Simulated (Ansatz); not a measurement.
# NbAs (I4_1md) in Ansatz: notebook

Runs on NbAs. Level: PBEsol. Tasks: relaxation of cell and atoms.

Program: Ansatz 0.2.0. These are calculated values, not measurements. Logs are shortened: lines on timing, memory, paths and dates and some standing lists are left out, and cuts for length are marked.

### 1 The crystal as given

Symmetry: I4_1md, No. 109, tetragonal system. The conventional cell has a = 3.452 Å, b = 3.452 Å, c = 11.680 Å, α = 90.00°, β = 90.00°, γ = 90.00°. Nb (site symmetry 2mm) has 6 As at 2.60 to 2.63 Å as nearest neighbours. Around As (site symmetry 2mm) lie 6 Nb at 2.60 to 2.63 Å.

### 2 Relaxation of cell and atoms, PBEsol

input.yaml

```yaml
crystal:
  lattice:
    - [-1.72585, 1.72585, 5.84]
    - [1.72585, -1.72585, 5.84]
    - [1.72585, 1.72585, -5.84]
  atoms:
    - { symbol: Nb, position: [0.5, 0.0, 0.5] }
    - { symbol: Nb, position: [0.75, 0.75, 0.0] }
    - { symbol: As, position: [0.916, 0.416, 0.5] }
    - { symbol: As, position: [0.166, 0.166, 0.0] }
kpoints:
  mp_grid: { grid: [11, 11, 11] }
scf:
  occupations: { method: fermi_dirac, width: 0.05 }
hamiltonian:
  xc: pbesol
  pseudopotentials: { kind: all_electron, lapw: { basis_error: 0.002 } }
output:
  forces: true
  stress: true
relax:
  f_tol: 0.01
  max_steps: 60
  cell: {}
```

Potentials or basis: all-electron LAPW, scalar-relativistic.

Started as:

```console
ansatz run input.yaml --threads 2 --pin off --max-ram 8192MiB --backend cpu --events-out ev --progress --plain --runs-dir out
```

Standard output:

```text
Warning: RAYON_NUM_THREADS=2 ignored (pool sized by the plan → 2); use --threads N
The last accepted step is kept in <dir> (removed where the run ends without a failure and the disk answers)
LAPW: plane waves up to 8.335 Å⁻¹, error target 2.0e-3 eV per atom; small_component_spin mean_spin; As in spheres of 1.257 Å, 23 of its electrons in bands, Dirac shells []; Nb in spheres of 1.261 Å, 31 of its electrons in bands, Dirac shells [] (how accurate: hamiltonian.pseudopotentials.lapw.basis_error, Limitations)
Engine: ansatz 0.2.0, aarch64-unknown-linux-gnu
Pseudopotentials: kind: all_electron
Pseudopotential: Nb, LAPW, valence charge 31, lapw/all_electron/scalar/gaussian/Nb, Koelling and Harmon's equation, gaussian nucleus
Pseudopotential: As, LAPW, valence charge 23, lapw/all_electron/scalar/gaussian/As, Koelling and Harmon's equation, gaussian nucleus
Functional definition: PBEsol
  exchange = pbesol_x
  correlation = pbesol_c
Crystal: 4 atoms, lattice volume = 69.579 Å³
Basis set: ecut = 264.67451216776226 eV, 691 PW (Γ), FFT grids on a1+a3, a2+a3, a3, exchange–correlation at level 2
Bands: 65, of which v1, the nominal top of the filled ones, is band 54 counted from 1 (53 counted from 0)
Symmetry: 8 space group operations
Space group: I41md (ITA 109), of the structure as read, at distance tolerance 4.1e-5 Å
k-points: 126 of 1331 (time reversal used)
Non-local potential: Nb, projectors of the file, none
Non-local potential: As, projectors of the file, none
Initial density: superposition of atomic densities (chi_scale 0.1, normalization cell, long waves kept (reshape's long-wave potential 0.00 eV rms))
Initial wavefunctions: plane waves of lowest kinetic energy (no species holds an atomic orbital)
Functional: x = pbesol(κ = 0.804, μ = 0.12345679012345678), c = pbesol(β = 0.046)
iter 1 solved again at ethr=4.02e-3 eV; its pass at ethr=1.00e-1 eV (dr2=4.34e0 eV) is discarded
SCF iter   1: F=—  HF=-330744.382321 eV  |F-HF|=—  |Δ(HF+E_count)|=         —  Δρ=6.31e-2  dr2=4.34e0  ethr=4.02e-3  ⟨swp⟩=2.0  Hψ=49825  notcnv=0
preconditioner: auto → Kerker (q_TF=auto, 2.936 Å⁻¹)  [metal: Δε(μ)=0.025 eV  Ē_g=9.485 eV  σ=0.050 eV  W_gap=0.13  n_scr=32 (ndim 8)  ℏωp=19.9 eV  f_vac=0.000  D(μ)=0.44/eV (n_scr^D=0)]
SCF iter   2: F=—  HF=-330742.565844 eV  |F-HF|=—  |Δ(HF+E_count)|=    1.82e0  Δρ=2.40e-2  dr2=5.61e-1  ethr=4.02e-3  ⟨swp⟩=2.0  Hψ=24359  notcnv=0
SCF iter   3: F=—  HF=-330742.499164 eV  |F-HF|=—  |Δ(HF+E_count)|=   6.67e-2  Δρ=1.61e-2  dr2=2.76e-1  ethr=5.20e-4  ⟨swp⟩=2.0  Hψ=23941  notcnv=0
iter 4 solved again at ethr=4.58e-6 eV; its pass at ethr=2.55e-4 eV (dr2=4.94e-3 eV) is discarded
SCF iter   4: F=—  HF=-330742.478188 eV  |F-HF|=—  |Δ(HF+E_count)|=   2.10e-2  Δρ=3.01e-3  dr2=4.94e-3  ethr=4.58e-6  ⟨swp⟩=2.0  Hψ=40513  notcnv=0
SCF iter   5: F=—  HF=-330742.474551 eV  |F-HF|=—  |Δ(HF+E_count)|=   3.64e-3  Δρ=1.33e-3  dr2=1.36e-3  ethr=4.57e-6  ⟨swp⟩=2.0  Hψ=23784  notcnv=0
SCF iter   6: F=—  HF=-330742.472342 eV  |F-HF|=—  |Δ(HF+E_count)|=   2.21e-3  Δρ=7.51e-4  dr2=3.56e-4  ethr=1.26e-6  ⟨swp⟩=2.0  Hψ=23774  notcnv=0
SCF iter   7: F=—  HF=-330742.472303 eV  |F-HF|=—  |Δ(HF+E_count)|=   3.86e-5  Δρ=2.41e-4  dr2=3.23e-5  ethr=3.29e-7  ⟨swp⟩=2.0  Hψ=23774  notcnv=0
SCF iter   8: F=—  HF=-330742.472304 eV  |F-HF|=—  |Δ(HF+E_count)|=   8.37e-7  Δρ=5.19e-5  dr2=3.46e-6  ethr=2.99e-8  ⟨swp⟩=2.0  Hψ=23774  notcnv=0
SCF iter   9: F=—  HF=-330742.472303 eV  |F-HF|=—  |Δ(HF+E_count)|=   1.04e-6  Δρ=2.05e-5  dr2=4.09e-7  ethr=3.20e-9  ⟨swp⟩=2.0  Hψ=23774  notcnv=0
SCF iter  10: F=-330742.472303 eV  HF=-330742.472303 eV  |F-HF|=3.81e-8  |Δ(HF+E_count)|=   9.74e-8  Δρ=5.66e-6  dr2=4.31e-8  ethr=3.79e-10  ⟨swp⟩=2.0  Hψ=23774  notcnv=0
SCF 1 converged in 10 iterations: F = -330742.472303 eV  dr2 = 4.31e-8
relax step   1: F+E_penalty+E_count = -330742.47230290 eV  Δ(F+E_penalty+E_count) = +0.000e0 eV  max|allowed force component| = 2.877e-1 eV/Å  Δτ_max = 0.0000 Å  P = -2.344 GPa  Ω = 69.579 Å³  (10 SCF iters, accepted)
Crystal: 4 atoms, lattice volume = 67.411 Å³
Basis set: ecut = 270.31898584666243 eV, 691 PW (Γ), FFT grids on a1+a3, a2+a3, a3, exchange–correlation at level 2
Initial density: handed on by an earlier stage of this run
Initial wavefunctions: those handed on with the density
iter 1 solved again at ethr=7.42e-6 eV; its pass at ethr=1.00e-1 eV (dr2=8.01e-3 eV) is discarded
SCF iter   1: F=—  HF=-330742.476929 eV  |F-HF|=—  |Δ(HF+E_count)|=         —  Δρ=2.92e-3  dr2=7.99e-3  ethr=7.42e-6  ⟨swp⟩=3.8  Hψ=44792  notcnv=0
preconditioner: auto → Kerker (q_TF=auto, 2.951 Å⁻¹)  [metal: Δε(μ)=0.044 eV  Ē_g=9.098 eV  σ=0.050 eV  W_gap=0.21  n_scr=32 (ndim 8)  ℏωp=20.2 eV  f_vac=0.001  D(μ)=0.71/eV (n_scr^D=2)]
SCF iter   2: F=—  HF=-330742.473805 eV  |F-HF|=—  |Δ(HF+E_count)|=   3.12e-3  Δρ=1.36e-3  dr2=1.27e-3  ethr=7.40e-6  ⟨swp⟩=2.0  Hψ=23732  notcnv=0
SCF iter   3: F=—  HF=-330742.473540 eV  |F-HF|=—  |Δ(HF+E_count)|=   2.65e-4  Δρ=9.08e-4  dr2=6.45e-4  ethr=1.18e-6  ⟨swp⟩=2.0  Hψ=23732  notcnv=0
iter 4 solved again at ethr=3.75e-8 eV; its pass at ethr=5.97e-7 eV (dr2=4.05e-5 eV) is discarded
SCF iter   4: F=—  HF=-330742.473381 eV  |F-HF|=—  |Δ(HF+E_count)|=   1.59e-4  Δρ=2.11e-4  dr2=4.04e-5  ethr=3.75e-8  ⟨swp⟩=2.0  Hψ=40465  notcnv=0
SCF iter   5: F=—  HF=-330742.473367 eV  |F-HF|=—  |Δ(HF+E_count)|=   1.45e-5  Δρ=7.72e-5  dr2=7.68e-6  ethr=3.74e-8  ⟨swp⟩=2.2  Hψ=23758  notcnv=0
SCF iter   6: F=—  HF=-330742.473360 eV  |F-HF|=—  |Δ(HF+E_count)|=   6.34e-6  Δρ=3.80e-5  dr2=1.34e-6  ethr=7.11e-9  ⟨swp⟩=2.0  Hψ=23732  notcnv=0
SCF iter   7: F=—  HF=-330742.473360 eV  |F-HF|=—  |Δ(HF+E_count)|=   3.19e-7  Δρ=1.69e-5  dr2=1.98e-7  ethr=1.24e-9  ⟨swp⟩=2.0  Hψ=23732  notcnv=0
SCF iter   8: F=-330742.473360 eV  HF=-330742.473360 eV  |F-HF|=2.50e-9  |Δ(HF+E_count)|=   1.79e-8  Δρ=2.78e-6  dr2=5.22e-9  ethr=1.83e-10  ⟨swp⟩=2.0  Hψ=23733  notcnv=0
SCF 2 converged in 8 iterations: F = -330742.473360 eV  dr2 = 5.22e-9
relax step   2: F+E_penalty+E_count = -330742.47335997 eV  Δ(F+E_penalty+E_count) = -1.057e-3 eV  max|allowed force component| = 1.645e-1 eV/Å  Δτ_max = 0.0257 Å  P = +2.956 GPa  Ω = 67.411 Å³  (8 SCF iters, accepted)
Crystal: 4 atoms, lattice volume = 68.583 Å³
Basis set: ecut = 267.23163658938824 eV, 691 PW (Γ), FFT grids on a1+a3, a2+a3, a3, exchange–correlation at level 2
iter 1 solved again at ethr=1.99e-6 eV; its pass at ethr=1.00e-1 eV (dr2=2.15e-3 eV) is discarded
SCF iter   1: F=—  HF=-330742.488553 eV  |F-HF|=—  |Δ(HF+E_count)|=         —  Δρ=1.43e-3  dr2=2.12e-3  ethr=1.99e-6  ⟨swp⟩=3.8  Hψ=45024  notcnv=0
preconditioner: auto → Kerker (q_TF=auto, 2.943 Å⁻¹)  [metal: Δε(μ)=0.065 eV  Ē_g=9.005 eV  σ=0.050 eV  W_gap=0.31  n_scr=32 (ndim 8)  ℏωp=20.1 eV  f_vac=0.002  D(μ)=0.68/eV (n_scr^D=2)]
SCF iter   2: F=—  HF=-330742.487704 eV  |F-HF|=—  |Δ(HF+E_count)|=   8.49e-4  Δρ=5.95e-4  dr2=2.40e-4  ethr=1.97e-6  ⟨swp⟩=2.0  Hψ=23733  notcnv=0
SCF iter   3: F=—  HF=-330742.487663 eV  |F-HF|=—  |Δ(HF+E_count)|=   4.11e-5  Δρ=4.20e-4  dr2=1.46e-4  ethr=2.22e-7  ⟨swp⟩=2.0  Hψ=23733  notcnv=0
SCF iter   4: F=—  HF=-330742.487640 eV  |F-HF|=—  |Δ(HF+E_count)|=   2.27e-5  Δρ=1.49e-4  dr2=1.95e-5  ethr=1.35e-7  ⟨swp⟩=2.0  Hψ=23734  notcnv=0
SCF iter   5: F=—  HF=-330742.487629 eV  |F-HF|=—  |Δ(HF+E_count)|=   1.13e-5  Δρ=4.77e-5  dr2=3.00e-6  ethr=1.80e-8  ⟨swp⟩=2.3  Hψ=23777  notcnv=0
SCF iter   6: F=—  HF=-330742.487628 eV  |F-HF|=—  |Δ(HF+E_count)|=   1.13e-6  Δρ=2.06e-5  dr2=4.56e-7  ethr=2.78e-9  ⟨swp⟩=2.2  Hψ=23753  notcnv=0
SCF iter   7: F=-330742.487628 eV  HF=-330742.487628 eV  |F-HF|=6.81e-9  |Δ(HF+E_count)|=   1.09e-7  Δρ=8.79e-6  dr2=5.04e-8  ethr=4.23e-10  ⟨swp⟩=2.0  Hψ=23733  notcnv=0
SCF 3 converged in 7 iterations: F = -330742.487628 eV  dr2 = 5.04e-8
relax step   3: F+E_penalty+E_count = -330742.48762771 eV  Δ(F+E_penalty+E_count) = -1.427e-2 eV  max|allowed force component| = 6.200e-3 eV/Å  Δτ_max = 0.0112 Å  P = -0.017 GPa  Ω = 68.583 Å³  (7 SCF iters, accepted)
iter 1 solved again at ethr=4.57e-11 eV; its pass at ethr=1.00e-1 eV (dr2=4.93e-8 eV) is discarded
SCF iter   1: F=—  HF=-330742.487625 eV  |F-HF|=—  |Δ(HF+E_count)|=         —  Δρ=8.51e-6  dr2=4.77e-8  ethr=4.57e-11  ⟨swp⟩=5.9  Hψ=54581  notcnv=0  reapply=53
preconditioner: auto → Kerker (q_TF=auto, 2.943 Å⁻¹)  [metal: Δε(μ)=0.064 eV  Ē_g=8.993 eV  σ=0.050 eV  W_gap=0.31  n_scr=32 (ndim 8)  ℏωp=20.1 eV  f_vac=0.001  D(μ)=0.69/eV (n_scr^D=2)]
SCF iter   2: F=-330742.487625 eV  HF=-330742.487625 eV  |F-HF|=5.24e-9  |Δ(HF+E_count)|=   7.21e-7  Δρ=5.97e-6  dr2=2.62e-8  ethr=4.41e-11  ⟨swp⟩=2.0  Hψ=23733  notcnv=0
SCF 4 converged in 2 iterations: F = -330742.487625 eV  dr2 = 2.62e-8
relax step   4: F+E_penalty+E_count = -330742.48762464 eV  Δ(F+E_penalty+E_count) = +3.065e-6 eV  max|allowed force component| = 6.191e-3 eV/Å  Δτ_max = 0.0000 Å  P = -0.017 GPa  Ω = 68.583 Å³  stress off target by 3.69e-2 GPa  SCF on the basis re-selected at this cell (its energy is not comparable with the rows above)  (2 SCF iters)
basis re-selected at this cell: Δ(F+E_penalty+E_count) = +3.065e-6 eV, ΔP = -0.000 GPa vs the last step (what re-selecting the basis moved, after the strain that the cell walked since its last selection, with what the two solves' SCF thresholds leave and, on support functions, any second-order correction that the steps lacked; it is no measure of the basis error at this ecutwfc). This SCF's stress stands 3.69e-2 GPa from its target on what of the cell is left free (relax.cell.stress_tol is 5.00e-2 GPa) and its largest allowed force component is 6.19e-3 eV/Å (relax.f_tol is 1.00e-2 eV/Å): within both
SCF converged after 2 iterations
Free energy (F): -330742.487625 eV
Harris-Foulkes:  -330742.487625 eV  (|F-HF|=5.24e-9)
Internal energy: -330742.481785 eV  (E = F + TS)
E sigma→0 (E₀):  -330742.484705 eV
Entropy (-TS):   -0.005839 eV (-1.460 meV/atom)
Fermi energy:    17.982329 eV
--- Per-component energies (eV) ---
  E_band       = -11446.713332
  E_kinetic    = 340640.614578
  E_xc         = -10845.618261
  E_electrostatic = -660537.478102  (all electrons and nuclei)
  E_smearing   = -0.005839  (= −TS)
  E_closure    = 0.000000  (closes the sum)
  E_atoms      = -330707.457869  (free atoms, spherical and without spin; not in F)
  Σ components = -330742.487625   (vs F -330742.487625, Δ=0.00e0)
  Basis errors (estimates in eV, not in F): energy 6.6e-4 per atom: plane waves 6.0e-4 (3.5e-4 summed), levels above the bands 2.0e-64, relativity 1.2e-8, radial functions 5.7e-5, core shells 3.3e-11; eigenvalues (radial functions only) 7.6e-7; not estimated: angular momenta, meshes, grids; target (lapw.basis_error) 2.0e-3; muffin-tin radii As 1.251 Å, Nb 1.255 Å
--- Forces (eV/Å), atoms counted from 1 ---
  atom   1  Nb     0.00000000     0.00000000    -0.00618928
  atom   2  Nb     0.00000000    -0.00000000    -0.00618928
  atom   3  As    -0.00000000     0.00000000     0.00619366
  atom   4  As     0.00000000     0.00000000     0.00619366
  max |Σ_I F_I| component: 8.76e-6 eV/Å
--- Stress (GPa, compression-positive) ---
       -0.036888       0.000000      -0.000000
        0.000000      -0.036888      -0.000000
       -0.000000      -0.000000       0.022597
  P = ⅓ Tr σ = -0.0171 GPa (-0.171 kbar)
--- Relaxed structure (3 steps of the walk, 3 accepted, 1 SCFs on fresh bases) ---
  F+E_penalty+E_count = -330742.48762464 eV   max|allowed force component| = 6.191e-3 eV/Å   (the final SCF, on the basis selected at the relaxed cell)
  cell:  # Å, volume = 68.5828 Å³
    - [-1.7198267304633201, 1.7198267304633201, 5.796768093998498]
    - [1.7198267304633201, -1.7198267304633201, 5.796768093998498]
    - [1.7198267304633201, 1.7198267304633201, -5.796768093998498]
  atoms:
    - { symbol: Nb, position: [0.4987591181091265, -0.0012408818908735226, 0.5] }
    - { symbol: Nb, position: [0.7487591181091262, 0.7487591181091262, -1.2564428345682494e-33] }
    - { symbol: As, position: [0.9172408818908735, 0.41724088189087344, 0.49999999999999994] }
    - { symbol: As, position: [0.16724088189087352, 0.16724088189087352, 6.292857769059638e-34] }
```

Run time: 7.1 min. Hardware: 2 threads of Arm Neoverse V1, shared host; peak memory 1 GiB.

What came out:

```
Free energy                            : -330742.4876 eV
Relaxed volume                         : 17.15 Å³/atom
Relaxed cell                           : a = 6.286 Å, b = 6.286 Å, c = 6.286 Å, α = 148.25°, β = 148.25°, γ = 45.52°
Space group after relaxing (to 0.05 Å) : I4_1md (No. 109)
Energy gained by relaxing              : 3.8 meV/atom
Ionic steps                            : 4
Pressure after relaxing                : 0.0 GPa
Largest force after relaxing           : 0.006 eV/Å
```

Forces on the atoms (eV/Å):
```
Nb   0.000  0.000 -0.006
Nb   0.000  0.000 -0.006
As   0.000  0.000  0.006
As   0.000  0.000  0.006
```

Step by step:
```tsv
step	energy change (eV)	largest force (eV/Å)	volume (Å³)
1	0.0000	0.2877	69.58
2	-0.0011	0.1645	67.41
3	-0.0153	0.0062	68.58
4	-0.0153	0.0062	68.58
```

Final structure:
```xyz
4
Lattice="-1.7198 1.7198 5.7968 1.7198 -1.7198 5.7968 1.7198 1.7198 -5.7968" Properties=species:S:1:pos:R:3 pbc="T T T"
Nb    0.0000    1.7198   -0.0144
Nb    0.0000    0.0000    8.6808
As    0.0000    1.7198    4.8373
As    0.0000    0.0000    1.9389
```

### 3 Relaxation of cell and atoms, PBEsol, target pressure 5 GPa, at which the enthalpy is minimised

input.yaml, as its differences from that of step 2:

```diff
@@ -23,2 +23,2 @@
   max_steps: 60
-  cell: {}
+  cell: { p_target: 5 }
```

Potentials or basis: all-electron LAPW, scalar-relativistic.

Started as:

```console
ansatz run input.yaml --threads 2 --pin off --max-ram 8192MiB --backend cpu --events-out ev --progress --plain --runs-dir out
```

Wall time 9 min (2 threads of Arm Neoverse V1, shared host); peak memory 1.1 GiB.

The run converged. Its results:

```yaml
Free_energy: -330742.4600 eV
Relaxed_volume: 16.69 Å³/atom
Relaxed_cell: a = 6.213 Å, b = 6.213 Å, c = 6.213 Å, α = 148.10°, β = 148.10°, γ = 45.74°
Space_group_after_relaxing_to_0.05_Å: I4_1md (No. 109)
Energy_change_on_relaxing_the_enthalpy_is_what_falls: +3.1 meV/atom
Ionic_steps: 4
Pressure_after_relaxing: 5.0 GPa
```

The path:
```
step  energy change (eV)  largest force (eV/Å)  volume (Å³)
   1              0.0000                0.2877        69.58
   2              0.0068                0.0365        66.95
   3              0.0124                0.0017        66.76
   4              0.0123                0.0017        66.76
```

Final structure:
```
CELL_PARAMETERS angstrom
-1.70743 1.70743 5.72465
1.70743 -1.70743 5.72465
1.70743 1.70743 -5.72465
ATOMIC_POSITIONS crystal
Nb 0.49852 0.99852 0.50000
Nb 0.74852 0.74852 0.00000
As 0.91748 0.41748 0.50000
As 0.16748 0.16748 0.00000
```
